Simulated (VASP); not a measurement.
Here is a VASP 6.6.1 calculation.

INCAR

```
SYSTEM = ZnS
PREC = Accurate
ENCUT = 600
EDIFF = 1E-6
ISMEAR = -1
SIGMA = 0.05
LREAL = .False.
LASPH = .True.
NELM = 80
ALGO = Fast
ISIF = 3
LWAVE = .False.
LCHARG = .False.
GGA = PS
LUSE_VDW = .True.
IVDW_NL = 2
BPARAM = 20.0
CPARAM = 0.0093
IBRION = 2
NSW = 40
EDIFFG = -0.005
```

Contents of KPOINTS:

```
regular mesh
0
Gamma
  8 8 2
  0 0 0
```

POSCAR

```
ZnS
1.0
    3.8120000000      0.0000000000      0.0000000000
   -1.9060000000      3.3012888392      0.0000000000
    0.0000000000      0.0000000000     18.6899900000
Zn S
6 6
Direct
    0.3333333333      0.6666666667      0.8333300000
    0.6666666667      0.3333333333      0.3333300000
    0.6666666667      0.3333333333      0.6666700000
    0.3333333333      0.6666666667      0.1666700000
    0.0000000000      0.0000000000      0.5000000000
    0.0000000000      0.0000000000      0.0000000000
    0.3333333333      0.6666666667      0.9583300000
    0.6666666667      0.3333333333      0.4583300000
    0.6666666667      0.3333333333      0.7916700000
    0.3333333333      0.6666666667      0.2916700000
    0.0000000000      0.0000000000      0.6250000000
    0.0000000000      0.0000000000      0.1250000000
```

Potentials or basis: VASP PAW PBE potentials, release 64 (Zn, S).

The run is started by

```bash
$ cat potpaw_PBE.64/Zn/POTCAR potpaw_PBE.64/S/POTCAR > POTCAR
$ mpirun -np 1 vasp_std > vasp.out
```

Problem. Estimate the relaxed cell.

Solution. a = 3.783 Å, b = 3.783 Å, c = 18.565 Å, α = 90.00°, β = 90.00°, γ = 120.00°.

Problem. Estimate the space group after relaxing (to 0.05 Å).

Solution. P6_3mc (No. 186).

Problem. Predict the band gap on the k mesh.

Solution. 2.10 eV, direct.

Step by step:
```
step  energy change (eV)  largest force (eV/Å)  pressure (GPa)  volume (Å³)
   1              0.0000                0.0284           -1.19       235.20
   2             -0.0289                0.0181           -0.18       230.29
   3             -0.0290                0.0173           -0.05       229.95
   4             -0.0290                0.0171            0.01       229.83
   5             -0.0290                0.0095            0.02       229.83
   6             -0.0291                0.0055            0.04       229.84
   7             -0.0291                0.0017           -0.01       230.03
```

Caveat: the PAW data sets were made with another functional, which shifts forces and pressure a little. As with any semilocal functional, this PBEsol gap is likely too small.
